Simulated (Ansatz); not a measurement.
Crystal: CdS (Hawleyite).

```xyz
2
Lattice="0.0000 2.9165 2.9165 2.9165 0.0000 2.9165 2.9165 2.9165 0.0000" Properties=species:S:1:pos:R:3 pbc="T T T"
Cd    0.0000    0.0000    0.0000
S     4.3748    4.3748    4.3748
```

Base run:

```yaml
Program: Ansatz 0.2.0
Functional: LDA
Potentials_or_basis: Ansatz PAW
Cutoff: 420 eV
Density_cutoff: 1680 eV
k_mesh: 6 × 6 × 6
Occupations: fermi-dirac, width 0.05 eV
Spin: spin-orbit coupling, no magnetisation
```

Its results: band gap on the k mesh 0.85 eV, direct.

Task: After a change of settings the same cell gave: band gap on the k mesh 3.09 eV, direct. Which change was it?
A. k mesh from 6 × 6 × 6 to 8 × 8 × 8; spin from spin-orbit coupling, no magnetisation to no spin polarisation; potential files from those of the base run to others of the same set
B. functional from LDA to r2SCAN0; cutoff from 420 eV to 500 eV; density cutoff from 1680 eV to 2000 eV; k mesh from 6 × 6 × 6 to 4 × 4 × 4
C. functional from LDA to r2SCAN; cutoff from 420 eV to 500 eV; density cutoff from 1680 eV to 2000 eV

Result: B.

Caveats: some runs use coarse meshes.

Not every run made on this cell is shown here.
